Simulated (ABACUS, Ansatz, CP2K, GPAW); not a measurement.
## Cost and result for the equilibrium volume of Ni

**What was measured.** The equilibrium volume of Ni (Fm-3m) is reported as 10.94 Å³/atom at 298 K (a printed reference work). The runs below try to reproduce it.

```
Ni
1.0
     0.00000    1.73757    1.73757
     1.73757    0.00000    1.73757
     1.73757    1.73757    0.00000
Ni
1
Direct
  0.00000 0.00000 0.00000
```

```tsv
rung	level	program and potentials	cutoff (eV)	k mesh	smearing	task	core time	chip	equilibrium volume (Å³/atom)	miss	notes
GGA + dispersion	BLYP+D3(BJ)	Ansatz, all-electron LAPW, scalar-relativistic	-	13 × 13 × 13	fermi-dirac 0.05	relaxation of cell and atoms	37 s	Arm Neoverse V2	10.53	-3.7 %	-
GGA + dispersion	PBE+D3(BJ)	Ansatz, all-electron LAPW, scalar-relativistic	-	13 × 13 × 13	fermi-dirac 0.05	relaxation of cell and atoms	38 s	Arm Neoverse V2	10.52	-3.8 %	-
GGA + dispersion	BLYP+D4	Ansatz, all-electron LAPW, scalar-relativistic	-	13 × 13 × 13	fermi-dirac 0.05	relaxation of cell and atoms	42 s	Arm Neoverse V2	10.70	-2.2 %	-
GGA + dispersion	revPBE+D4	Ansatz, all-electron LAPW, scalar-relativistic	-	13 × 13 × 13	fermi-dirac 0.05	relaxation of cell and atoms	50 s	Intel Xeon Platinum 8488C Sapphire Rapids	10.50	-4.0 %	-
GGA + dispersion	PBEsol+D4	Ansatz, all-electron LAPW, scalar-relativistic	-	13 × 13 × 13	fermi-dirac 0.05	relaxation of cell and atoms	52 s	Arm Neoverse V2	10.21	-6.7 %	-
GGA + dispersion	PBEsol+D3(BJ)	Ansatz, all-electron LAPW, scalar-relativistic	-	13 × 13 × 13	fermi-dirac 0.05	relaxation of cell and atoms	53 s	Arm Neoverse V2	10.08	-7.9 %	-
GGA + dispersion	RPBE+D4	Ansatz, all-electron LAPW, scalar-relativistic	-	13 × 13 × 13	fermi-dirac 0.05	relaxation of cell and atoms	56 s	Intel Xeon Platinum 8488C Sapphire Rapids	10.51	-3.9 %	-
GGA	SOGGA	GPAW, PAW data sets generated for this functional	600	11 × 11 × 11	fermi-dirac 0.05	equation of state	68 s	AMD EPYC 9R14 Zen 4	10.49	-4.1 %	moment up to 0.59 μB a cell
GGA	PBE	ABACUS, PseudoDojo NC SR 0.4.1 PBE standard, plane waves	1333	13 × 13 × 13	fermi-dirac 0.05	equation of state	5.4 min	Intel Xeon Platinum 8488C Sapphire Rapids	10.90	-0.4 %	-
LDA	LDA	CP2K, GTH_POTENTIALS Ni GTH-PADE-q18; TZVP-MOLOPT-SR-GTH basis	-	13 × 13 × 13	fermi-dirac 0.1	equation of state	22 min	Arm Neoverse V1	10.00	-8.6 %	atomic basis
```

Times are single runs on shared hosts and different chips, so they are rough; meshes, cutoffs and the tasks' sizes weigh on the time. All rows: collinear spin, ferromagnetic start. Smearing widths are in eV. For a metal such meshes aren't converged. Meshes differ between rows, which moves values too. Meshes are those of the run's cell of 1 atom unless a note names another. Relaxations start from the cell shown or near it and stop with a little pressure left. The cell shown, of 10.49 Å³ an atom, is the runs' start and not the measured value. Misses use the values as printed. Runs on faulty files, with rough fits or with known faults for this quantity aren't shown. No row holds spin-orbit coupling.

By rung: GGA + dispersion 10.08 to 10.70; GGA 10.49 to 10.90; LDA in atomic bases 10.00 (Å³/atom). Measured: 10.94 Å³/atom at 298 K (a printed reference work). Closest, coarse meshes and atomic bases left aside, is PBE (-0.4 %). The runs are for a static lattice, while measurements hold temperature and zero-point motion.
